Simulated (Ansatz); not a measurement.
Li₂S (started from an entry of an open crystallographic database), relaxed with r2SCAN. Space group Fm-3m (No. 225), cubic; a = 5.691 Å in the conventional setting, 15.36 Å³ an atom. Li is surrounded by 4 S at 2.46 Å; S is surrounded by 8 Li at 2.46 Å.

The questions ask for values computed with Ansatz on this geometry. Spin-unpolarised throughout; all numbers are computed.

Given (8×8×8 mesh): PBE gives an indirect gap of 3.39 eV, from Γ to X; the least direct gap is 4.29 eV at Γ.

Problem. What does LDA give for the gap (8×8×8 mesh)?

Solution. The LDA gap is indirect, 3.17 eV (Γ to X), below the direct gap of 4.07 eV at Γ. The gap differs by -0.22 eV from PBE's.

Problem. How does the gap change from PBE to r2SCAN (8×8×8)?

Solution. With r2SCAN the valence top lies at Γ and the conduction bottom at X, 3.87 eV higher; the smallest vertical gap, at Γ, is 4.96 eV. The gap differs by +0.48 eV from PBE's.

Problem. What does PBE0 give for the gap (6×6×6 mesh)?

Solution. PBE0 gives an indirect gap of 5.03 eV, from Γ to X; the least direct gap is 6.03 eV at Γ. The gap differs by +1.64 eV from PBE's.

Problem. How does the gap change from PBE to Hartree-Fock (6×6×6)?

Solution. Hartree-Fock gives an indirect gap of 10.46 eV, from Γ to X; the least direct gap is 11.85 eV at Γ. The gap differs by +7.07 eV from PBE's.

Problem. Order these levels by the gap that they give, smallest first.
A. LDA
B. PBE
C. HSE06
D. Hartree-Fock
E. DDH-PBE0
F. r2SCAN
G. r2SCAN0
H. PBE0

Solution. A (3.17 eV), B (3.39 eV), F (3.87 eV), C (4.34 eV), H (5.03 eV), E (5.08 eV), G (5.31 eV), D (10.46 eV).

Problem. What does G0W0@PBE with 341 empty bands, a screening cutoff of 220 eV and a 4×4×4 mesh give?

Solution. 5.08 eV (the shift on the mesh added to PBE's least gap). The quasiparticle gap on this mesh is 5.07 eV (Γ to X), against 3.38 eV from PBE: +1.69 eV. Renormalisation factors Z lie between 0.76 and 0.82. The G0W0 figures hold for the stated bands, cutoff and mesh and aren't extrapolated.

Problem. Relaxed again with PBEsol, is the cell stable at the zone centre, and where do its optical modes lie?

Solution. The zone-centre optical frequencies run from 335 to 385 cm⁻¹, none imaginary (the rest of the zone wasn't tested). With the long-range field the highest mode reaches 459 cm⁻¹.

The meshes of the hybrids are coarse, so their gaps aren't converged to the digits shown.
